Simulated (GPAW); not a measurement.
Ca:

```xyz
1
Lattice="0.0000 2.7942 2.7942 2.7942 0.0000 2.7942 2.7942 2.7942 0.0000" Properties=species:S:1:pos:R:3 pbc="T T T"
Ca    0.0000    0.0000    0.0000
```

Base run:

| Quantity | Value |
| --- | --- |
| Program | GPAW 26.7.0 |
| Functional | RPBE |
| Potentials or basis | the program's PAW data sets (release 1.2.1) made for this functional |
| Cutoff | 600 eV |
| Basis | pw |
| k mesh | 8 × 8 × 8 |
| Occupations | gaussian, width 0.1 eV |
| Spin | no spin polarisation |

Its results: band gap on the k mesh none (metal or under the smearing width); pressure 0.3 GPa.

Question: The run is repeated on the same cell with these changes: functional from RPBE to PBEsol; potentials or basis from the program's PAW data sets (release 1.2.1) made for this functional to PAW data sets generated in the run's folder for this functional. What comes out?

Answer: Band gap on the k mesh none (metal or under the smearing width); pressure -1.1 GPa.
